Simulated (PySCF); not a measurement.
# Deuteron quadrupole couplings in `C1[C@H]2C[C@@H]12`

Compound: C4H6.
Structure used (PBE0-D3(BJ)/def2-SVP), in Å, numbered top down from 1:
```
atom  x, y, z in Å
C1    -1.1210   -0.2413   -0.2284
C2    -0.1207    0.2707    0.7530
C3     1.0954   -0.3704    0.1734
C4     0.1485    0.3894   -0.6939
H5    -2.0403    0.3424   -0.3516
H6    -1.2576   -1.3280   -0.3428
H7    -0.2156    1.0359    1.5216
H8     2.0589    0.1038    0.3917
H9     1.1403   -1.4676    0.0920
H10    0.3122    1.2684   -1.3150
```

Level: PBE0/pcSseg-1 (PySCF, non-relativistic); Q(2H) = 0.00286 b; rigid geometry, the same for H and D, with no vibrational averaging.

Problem. Rank these positions by the coupling χzz of a deuteron there, largest first.
A. H9 (methylene hydrogen)
B. H7 (methine hydrogen)
C. H8 (methylene hydrogen)

Solution. B (214 kHz), C (202 kHz), A (195 kHz).

Problem. What are Vzz, η and χzz (234.96 MHz × Q × Vzz) at all hydrogens?

Solution. 
```
atom  bonded to  bond length (Å)  Vzz (au)     η  χzz (kHz)
  H5         C1            1.096    0.3006  0.07        202
  H6         C1            1.101    0.2901  0.07        195
  H7         C2            1.089    0.3182  0.07        214
  H8         C3            1.096    0.3006  0.07        202
  H9         C3            1.101    0.2902  0.07        195
 H10         C4            1.089    0.3182  0.07        214
```

Geometry: PBE0-D3(BJ)/def2-SVP; no solvent, vibrations or thermal averaging. The small basis limits the accuracy of the gradients.

These values come from a run that also computed NMR shieldings. The run took 3.6 s of wall time on an x86-64 server with one thread (shared host).
